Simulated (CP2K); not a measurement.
Crystal: Zn.

```xyz
2
Lattice="2.6700 0.0000 0.0000 -1.3350 2.3123 0.0000 0.0000 0.0000 4.9660" Properties=species:S:1:pos:R:3 pbc="T T T"
Zn    1.3350    0.7708    3.7245
Zn    0.0000    1.5415    1.2415
```

Program: CP2K 2026.2. Alike in all runs: no spin polarisation; cell as given; k mesh 11 × 11 × 6; smearing fermi-dirac 0.05 eV.

Q: Order these runs on this cell by their pressure, lowest first.
A. level PBE; potentials or basis POTENTIAL_UZH Zn GTH-PBE-q12; ccGRB-D basis; basis sets Zn ccGRB-D-q12; potentials Zn GTH-PBE-q12 of POTENTIAL_UZH; ADDED_MOS [10]; points a segment of the path (NPOINTS) 10; bands added on the path 2
B. level PBE; potentials or basis GTH_POTENTIALS Zn GTH-PBE-q12; SZV-MOLOPT-SR-GTH basis; basis sets Zn SZV-MOLOPT-SR-GTH-q12; potentials Zn GTH-PBE-q12 of GTH_POTENTIALS; ADDED_MOS [6]; points a segment of the path (NPOINTS) 10; bands added on the path 2
C. level r2SCAN+D3(BJ); potentials or basis POTENTIAL_UZH Zn GTH-SCAN-q12; TZVP-MOLOPT-SCAN-GTH basis; basis sets Zn TZVP-MOLOPT-SCAN-GTH-q12; potentials Zn GTH-SCAN-q12 of POTENTIAL_UZH; ADDED_MOS [10]
D. level r2SCAN; potentials or basis POTENTIAL_UZH Zn GTH-SCAN-q12; TZVP-MOLOPT-SCAN-GTH basis; basis sets Zn TZVP-MOLOPT-SCAN-GTH-q12; potentials Zn GTH-SCAN-q12 of POTENTIAL_UZH; ADDED_MOS [10]

A: C (-7.9 GPa), D (-5.9 GPa), A (0.2 GPa), B (2.6 GPa).

Caveats: the basis of atomic orbitals isn't converged, which shifts pressures, moduli and gaps; pairwise dispersion overbinds metals, which lowers pressure and volume (some runs); a minimal basis gives rough bond lengths, pressures and levels (some runs).
